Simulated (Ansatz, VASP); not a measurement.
# BeTe in VASP and in Ansatz

```
CELL_PARAMETERS angstrom
3.36506 0.00000 0.00000
0.00000 3.36506 0.00000
0.00000 0.00000 3.36506
ATOMIC_POSITIONS crystal
Be 0.00000 0.00000 0.00000
Te 0.50000 0.50000 0.50000
```

Alike in both runs: task single point; functional PBE-based screened hybrid; k mesh 4 × 4 × 4; occupations fermi-dirac, width 0.02 eV; no spin polarisation.

|  | VASP | Ansatz |
| --- | --- | --- |
| version | VASP 6.6.1 | Ansatz 0.2.0 |
| potentials or method | VASP PAW PBE potentials, release 64 (Be, Te) | plane waves |
| plane-wave cutoff (eV) | 520 | 420 |
| valence electrons in the cell | 8 | 18 |

|  | VASP | Ansatz | Ansatz less VASP |
| --- | --- | --- | --- |
| pressure (GPa) | -1.6 | -1.5 | +0.07 |

The two sets of potentials don't hold the same shells in valence. Ansatz warned: «filled_band_counts_differ_across_k_points».

Caveats: the k mesh is coarse (spacing up to 0.47 Å⁻¹), so the values aren't converged; the PAW data sets were made with another functional, which shifts forces and pressure a little (VASP). Spin-orbit coupling is left out, which matters for the levels of Te.
